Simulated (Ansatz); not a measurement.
A relaxed cell of CdSe is given with its symmetry left out. The cell was found from a structure generator's guess, not taken from experiment.

All numbers below come from DFT PBE, scalar-relativistic, plane waves, PAW (Ansatz). Cutoff 420 eV, Γ-centred mesh, Gaussian smearing, no spin polarisation.

```cif
data_structure
_symmetry_space_group_name_H-M 'P 1'
_symmetry_Int_Tables_number 1
_cell_length_a 8.1647
_cell_length_b 4.5070
_cell_length_c 7.4791
_cell_angle_alpha 90.000
_cell_angle_beta 90.000
_cell_angle_gamma 90.000
_cell_volume 275.22
loop_
_atom_site_label
_atom_site_type_symbol
_atom_site_fract_x
_atom_site_fract_y
_atom_site_fract_z
_atom_site_occupancy
Cd1 Cd 0.84076 0.75000 0.39901 1
Cd2 Cd 0.65924 0.25000 0.89901 1
Cd3 Cd 0.34076 0.75000 0.10099 1
Cd4 Cd 0.15924 0.25000 0.60099 1
Se1 Se 0.82232 0.25000 0.59595 1
Se2 Se 0.67768 0.75000 0.09595 1
Se3 Se 0.32232 0.25000 0.90405 1
Se4 Se 0.17768 0.75000 0.40405 1
```

The zero of energy is the elements' standard structures at the same level; no fitted shifts are applied.

Q: Find its symmetry and describe it.

A: Pnma (No. 62). Conventional cell: a = 8.165 Å, b = 4.507 Å, c = 7.479 Å. Cd has 4 Se at 2.63–2.75 Å; Se is surrounded by 4 Cd at 2.63–2.75 Å.

Q: What is its formation energy per atom?

A: −0.557 eV/atom. Whether it is stable depends on the other phases of the system, which aren't compared here.

Q: Is it a metal?

A: No, the gap on the 4×6×4 mesh is 0.75 eV.

The last run used a 4×6×4 mesh (in the run's order of axes) for its 8-atom cell and Gaussian smearing of 0.02 eV. Kohn–Sham gaps at this level usually fall short of measured ones. The reference form of Se is held partly by dispersion forces, which this level lacks. A later test with randomly moved atoms came back to the same energy, though modes that don't fit the test's cell weren't probed.
